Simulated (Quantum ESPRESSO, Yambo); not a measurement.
Planning a run of Yambo 5.3.0 on GaN (F-43m). The input:

```
HF_and_locXC
gw0
dyson
ppa
em1d
rim_cut
RandQpts= 1000000
RandGvec= 1 RL
EXXRLvcs= 104 Ry
VXCRLvcs= 416 Ry
Chimod= "HARTREE"
% BndsRnXp
 1 | 123 |
%
NGsBlkXp= 17 Ry
% LongDrXp
 1 | 1 | 1 |
%
% GbndRnge
 1 | 123 |
%
DysSolver= "n"
ExtendOut
PPAPntXp= 27.21138 eV
% QPkrange
 1 | 1 | 12 | 15 |
%
```

```sh
OMP_NUM_THREADS=1 mpirun -n 8 yambo -F gw11.in -J gw11 -C gw11 > gw11.log
```

The stored states that it reads are on a 4×4×4 mesh. The structure is cubic, space group F-43m (No. 216). Conventional cell: a = 4.507 Å, b = 4.507 Å, c = 4.507 Å, α = 90.00°, β = 90.00°, γ = 90.00°. Ga has 4 N at 1.95 Å nearest. Nearest to N lie 4 Ga at 1.95 Å. Farther neighbours and most contacts between anions are not listed.

Question: How long will it take on 8 MPI ranks of Arm Neoverse V1, shared host, and how much memory?

It took 31 s; on shared hardware allow 16 s to 62 s. Peak host memory was 2.8 GiB.

The screening grows as filled bands × empty bands × pairs of k points, times the square of the screening basis for the matrix.

[Paths, hosts, dates, memory and timing lines, banners, echoed tables and standing remarks are left out of the program output.]

[Logs are printed without paths, hosts, clocks, repeated set-up lines and the standing remarks that a program may print on its own settings, such as how far it seeks lower states.]

[Runs of the session that timed out or met a known fault of the program may be left out.]

[Hosts, paths, dates, database ids (printed as entryN), source tags and the programs' standing remarks are cut or masked in the printed files.]
